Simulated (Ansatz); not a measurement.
Runs of Ansatz 0.2.0 on WC. It takes space group Fm-3m (No. 225, cubic). Conventional cell: a = 4.385 Å, b = 4.385 Å, c = 4.385 Å, α = 90.00°, β = 90.00°, γ = 90.00°. W (site symmetry m-3m) is surrounded by 6 C at 2.19 Å. C (site symmetry m-3m) has 6 W at 2.19 Å as nearest neighbours. Measurements of this composition are mostly on another form, of space group No. 187.

```tsv
task	level	U	cell	k mesh	hubbard projectors	double counting	points for each segment of the path	mesh quality	gap on the mesh (eV)	pressure (GPa)	relaxed volume (Å³/atom)
relaxation of cell and atoms	PBEsol+U	W d U = 5 eV	relaxed	10 × 10 × 10	ortho-atomic (the default)	fll (the default)	-	not flagged	none	0.0	10.27
projected density of states	LDA+U	W d U = 6 eV	as given	10 × 10 × 10	ortho-atomic (the default)	fll (the default)	-	not flagged	none	-15.2	-
projected density of states	LDA+U	W d U = 3 eV	as given	10 × 10 × 10	ortho-atomic (the default)	fll (the default)	-	not flagged	none	-15.7	-
relaxation of cell and atoms	PBEsol+U	W d U = 6 eV	relaxed	10 × 10 × 10	ortho-atomic (the default)	fll (the default)	-	not flagged	none	0.0	10.28
band structure	HSE03	-	as given	5 × 5 × 5	-	-	4	coarse	none	-	-
relaxation of cell and atoms	PBEsol	-	relaxed	7 × 7 × 7	-	-	-	not flagged	none	0.0	(a)
band structure	PBEsol	-	as given	10 × 10 × 10	-	-	14	not flagged	none	(b)	-
```

Alike in all rows: potentials or basis Ansatz PAW; no spin polarisation; cutoff (eV) 420; smearing fermi-dirac 0.05 eV.

Problem. Estimate the missing entries.

Solution. (a) 10.25; (b) -10.2.

Caveats: some runs use coarse meshes; the PAW data sets come from PBE, with cores solved anew for the run's functional, which leaves a small shift of forces and pressure; U without spin polarisation on a metal has little footing (some runs); the U is typed as a test and isn't derived for this compound (some runs); the plane-wave basis is chosen anew once the cell has moved, so the energies of steps on either side of that aren't comparable (some runs); the density of states is complete only up to the lowest level of the last band computed (some runs).

A k mesh can miss the band edges, and the runs leave out spin-orbit coupling on W.

A gap of «none» marks a metal or a gap under the smearing width.

Not every run made on this cell is shown here.
